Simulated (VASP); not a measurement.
## CoO: equation of state with PBE

CoO:

```
Co O
1.0
     1.60222    0.92504    2.56647
    -1.60222    0.92504    2.56647
     0.00000   -1.85008    2.56647
Co O
1 1
Direct
  0.99898 0.99898 0.99898
  0.75102 0.75102 0.75102
```

Measurements of this composition are mostly on another form, of space group No. 225.

```yaml
Program: VASP 6.6.1
Task: equation of state
Functional: PBE
Potentials_or_basis: VASP PAW PBE potentials, release 64 (Co, O)
Cutoff: 520 eV
k_mesh: 10 × 10 × 10
Occupations: fermi-dirac, width 0.05 eV
Spin: collinear spin, ferromagnetic start
Starting_moments: "[2.0, 0.0] μB"
Further_INCAR_settings: ALGO = Normal; EDIFF = 1e-07; NBANDS = 18
```

The equilibrium volume is 11.40 Å³/atom (rough: see the caveat) and the bulk modulus at fixed shape and positions is 114 GPa (rough).

Energy against volume, from the lowest point:
```
volume (Å³/atom)  energy (meV/atom)
          10.727              14.58
          10.955               6.34
          11.183               1.50
          11.411               0.00
          11.640               1.80
          11.868               6.72
          12.096              14.59
```

All runs of the series together: 6.3 min on 1 thread of Intel(R) Xeon(R) Platinum 8488C (Sapphire Rapids), with other jobs on the host.

Caveat: the fit is doubtful: noisy points or a state that changes with volume; the cell was scaled at fixed shape and fractional positions, which overstates the stiffness of a crystal with free parameters, most of all of layers and chains.
